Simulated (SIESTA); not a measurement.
**MoP under changes of volume**

One of the cells (14.353 Å³/atom); the others are scaled copies at fixed shape and fractional positions:

```
CELL_PARAMETERS angstrom
3.22300 0.00000 0.00000
-1.61150 2.79120 0.00000
0.00000 0.00000 3.19100
ATOMIC_POSITIONS crystal
Mo 0.00000 0.00000 0.00000
P 0.33333 0.66667 0.50000
```

```yaml
Program: SIESTA 5.4.2
Functional: PBEsol
Potentials_or_basis: PseudoDojo 0.4 standard (PBEsol files)
Basis: DZP (energy shift 0.003 Ry; two zetas on semicore shells)
Grid_cutoff: 800 Ry
Energy_shift: 0.003 Ry
k_mesh: 10 × 10 × 8
Occupations: fermi-dirac, width 0.05 eV
Spin: no spin polarisation
```

```tsv
volume (Å³/atom)	energy over the lowest point (meV/atom)	pressure (GPa)
13.492	36.79	15.5
13.779	14.56	9.4
14.066	?	?
14.353	0.00	-0.9
14.640	5.67	-5.3
14.927	18.84	-9.3
15.214	38.68	-12.8
```

What does the run at 14.066 Å³/atom give?

Energy over the lowest point 2.61 meV/atom; pressure 4.0 GPa.

Worked out: A Birch-Murnaghan fit of order 3 (a polynomial in V^(-2/3)) to the other rows has its minimum at 14.30 Å³/atom with B0 = V·E''(V) = 236 GPa and B' = 4.4 at fixed shape and positions, which overstates the stiffness. It gives 2.65 meV/atom at 14.066 Å³/atom, against the run's 2.61, and -dE/dV = 4.0 GPa, against 4.0.

Energies are extrapolated to zero smearing.

Caveats: the basis of atomic orbitals isn't converged, which shifts pressures, moduli and gaps.
